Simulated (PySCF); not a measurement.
## Where the electron goes

Compound: C4H10N (charge +1).
Atom-mapped SMILES: `[CH2:1]1[CH2:2][CH2:3][NH2+:4][CH2:5]1` (hydrogens: H6, H7 on C1; H8, H9 on C2; H10, H11 on C3; H12, H13 on N4; H14, H15 on C5)

Cartesian coordinates in Å at the PBE0-D3(BJ)/def2-SVP level; atoms count from 1:
```xyz
15
C4H10N angstrom
C      0.9668   -0.8402    0.0061
C      0.8930    0.6970   -0.0735
C     -0.5980    1.0438   -0.2010
N     -1.2852   -0.2866   -0.3696
C     -0.4389   -1.2766    0.3759
H      1.6999   -1.1959    0.7418
H      1.2551   -1.2744   -0.9639
H      1.3053    1.1682    0.8287
H      1.4701    1.0815   -0.9245
H     -0.8577    1.6887   -1.0502
H     -1.0053    1.4953    0.7132
H     -1.3117   -0.5430   -1.3642
H     -2.2609   -0.2699   -0.0512
H     -0.7155   -2.2983    0.0843
H     -0.6559   -1.1368    1.4449
```

Computed, not measured: TDDFT PBE0/def2-SVPD, vertical, gas phase, core orbitals frozen in the response (PySCF).

Kohn–Sham orbitals with the atoms that hold most of them (Löwdin shares over 4%, at most four atoms; ? is withheld):

| orbital | ε (eV) | atoms |
| --- | --- | --- |
| HOMO-3 | -15.57 | C5 17%, C1 16%, C3 13%, C2 10% |
| HOMO-2 | -15.21 | C3 22%, C1 20%, C2 20%, C5 11% |
| HOMO-1 | -14.99 | ? |
| HOMO | ? | C2 23%, C1 20%, H8 11%, H7 11% |
| LUMO | -4.57 | ? |
| LUMO+1 | -3.53 | H13 18%, H12 18%, N4 16%, H11 8% |
| LUMO+2 | -2.92 | H13 10%, C2 10%, H15 10%, C1 10% |

Task: Which atoms hold the HOMO-1, and with what shares?

Result: C2 (bonded to 2 C and 2 H) 31%; C1 (bonded to 2 C and 2 H) 28%; C5 (bonded to C, N and 2 H) 13%; H9 (bonded to C) 6%. By element: carbon 72% or more, hydrogen 6% or more.

Task: Which atoms hold the LUMO, and with what shares?

Result: H12 (bonded to N) 18%; H13 (bonded to N) 17%; N4 (bonded to 2 C and 2 H) 15%; C3 (bonded to C, N and 2 H) 11%. By element: hydrogen 35% or more, nitrogen 15%, carbon 11% or more.

Task: What is the HOMO energy, and the HOMO–LUMO gap?

Result: ε(HOMO) = -14.05 eV; the gap is 9.48 eV (0.3485 hartree).

Task: How does S1 compare with the orbital gap of 9.48 eV?

Result: S1 is at 8.33 eV (f = 0.0018), 1.15 eV below the gap, made of HOMO→LUMO (98%). 

Task: Give energy, strength and leading configuration of S1, S2, S3 and S4, and follow the Löwdin shares of the leading atoms from the occupied to the empty orbital.

Result: 
- S1 (8.33 eV, f 0.0018), HOMO→LUMO (98%): C2 23% → at most 11%, C1 20% → at most 11%, H12 at most 11% → 18%, H13 at most 11% → 17%
- S2 (9.22 eV, f 0.014), HOMO-1→LUMO (98%): C2 31% → at most 11%, C1 28% → at most 11%, H12 at most 7% → 18%, H13 at most 7% → 17%
- S3 (9.38 eV, f 0.022), HOMO-2→LUMO (95%): C3 22% → 11%, C1 20% → at most 11%, H12 at most 11% → 18%, H13 at most 11% → 17%
- S4 (9.39 eV, f 0.011), HOMO→LUMO+1 (96%): C2 23% → at most 9%, C1 20% → at most 9%, H13 at most 11% → 18%, H12 at most 11% → 18%

One conformer stands for the species.
